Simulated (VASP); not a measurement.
A run of VASP 6.6.1 is set up as follows.

Contents of INCAR:

```
PREC = Accurate ; ENCUT = 600
EDIFF = 1E-6 ; ISMEAR = 1
SIGMA = 0.1 ; LREAL = False
LASPH = True ; NELM = 80
ALGO = Normal ; ISIF = 3
LWAVE = False ; LCHARG = False
GGA = PS ; IBRION = 2
NSW = 90 ; EDIFFG = -0.01
```

The input KPOINTS:

```
Automatic mesh
0
Gamma
  16 16 16
```

POSCAR

```
Rh
1.0
    0.0000000000      1.8978500000      1.8978500000
    1.8978500000      0.0000000000      1.8978500000
    1.8978500000      1.8978500000      0.0000000000
Rh
1
Direct
    0.0000000000      0.0000000000      0.0000000000
```

Potentials or basis: VASP PAW PBE potentials, release 64 (Rh_pv).

Launch:

```console
$ cat potpaw_PBE.64/Rh_pv/POTCAR > POTCAR
$ mpirun -np 1 vasp_std > vasp.out
```

Predict the space group after relaxing (to 0.05 Å).

Fm-3m (No. 225).

Estimate the relaxed volume.

13.50 Å³/atom.

Final structure:
```
Rh
1.0
     0.00000    1.88971    1.88971
     1.88971    0.00000    1.88971
     1.88971    1.88971    0.00000
Rh
1
Direct
  0.00000 0.00000 0.00000
```

Caveat: the PAW data sets were made with another functional, which shifts forces and pressure a little.
